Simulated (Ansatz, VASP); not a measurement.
**BN in VASP and in Ansatz**

POSCAR

```
BN
1.0
    2.4982400000      0.0000000000      0.0000000000
   -1.2491200000      2.1635393048      0.0000000000
    0.0000000000      0.0000000000      6.6357000000
N B
2 2
Direct
    0.6666666667      0.3333333333      0.2500000000
    0.3333333333      0.6666666667      0.7500000000
    0.6666666667      0.3333333333      0.7500000000
    0.3333333333      0.6666666667      0.2500000000
```

File INCAR.step1:

```
ALGO = Normal
EDIFF = 1E-4
ENCUT = 520
GGA = PE
ISMEAR = -1
LASPH = True
LCHARG = False
LREAL = False
LWAVE = True
NBANDS = 16
NELM = 60
PREC = Accurate
SIGMA = 0.05
```

File INCAR.step2:

```
ALGO = Normal
EDIFF = 1E-6
ENCUT = 520
ISIF = 2
ISMEAR = -1
ISTART = 1
LASPH = True
LCHARG = False
LMIXTAU = True
LREAL = False
LWAVE = False
METAGGA = R2SCAN
NBANDS = 16
NELM = 60
PREC = Accurate
SIGMA = 0.05
```

File KPOINTS:

```
k-points
0
Gamma
  7 7 3
```

input.yaml

```yaml
crystal:
  lattice:
    - [2.49824, 0.0, 0.0]
    - [-1.24912, 2.1635393048, 0.0]
    - [0.0, 0.0, 6.6357]
  atoms:
    - { symbol: "N", position: [0.6666666667, 0.3333333333, 0.25] }
    - { symbol: "N", position: [0.3333333333, 0.6666666667, 0.75] }
    - { symbol: B, position: [0.6666666667, 0.3333333333, 0.75] }
    - { symbol: B, position: [0.3333333333, 0.6666666667, 0.25] }
hamiltonian:
  xc: r2scan
  pseudopotentials: { kind: paw }
kpoints:
  mp_grid: { grid: [7, 7, 3] }
scf:
  occupations: { method: fermi_dirac, width: 0.05 }
output:
  forces: true
  stress: true
  eigenvalues: true
  write_density: true
  write_potential: true
  elf: true
  volumetric_format: npy
```

Alike in both runs: task single point; functional r2SCAN; k mesh 7 × 7 × 3; occupations fermi-dirac, width 0.05 eV; no spin polarisation.

```csv
,VASP,Ansatz
version,VASP 6.6.1,Ansatz 0.2.0
potentials or method,"VASP PAW PBE potentials, release 64 (N, B)",Ansatz PAW
plane-wave cutoff (eV),520,500
valence electrons in the cell,16,16
```

```csv
,VASP,Ansatz,Ansatz less VASP
gap on the k mesh at the Fermi level (eV),5.13,5.08,-0.046
least direct gap on the mesh (eV),5.34,5.30,-0.045
pressure (GPa),1.5,1.1,-0.40
largest component of the traceless stress (GPa),0.84,0.16,-0.686
```

The functional is the same, so the differences come from potentials, cutoffs and numerics.

Caveats: the PAW data sets were made with another functional, which shifts forces and pressure a little (VASP); an odd mesh through Γ misses points on the zone boundary, where band edges often lie (VASP); odd divisions of the mesh miss points on the zone boundary, where band edges often lie, so the gap on the mesh can be too wide (Ansatz); the PAW data sets come from PBE, with cores solved anew for the run's functional, which leaves a small shift of forces and pressure (Ansatz). r2SCAN opens gaps a little over a GGA but as a rule still falls short of measured ones.
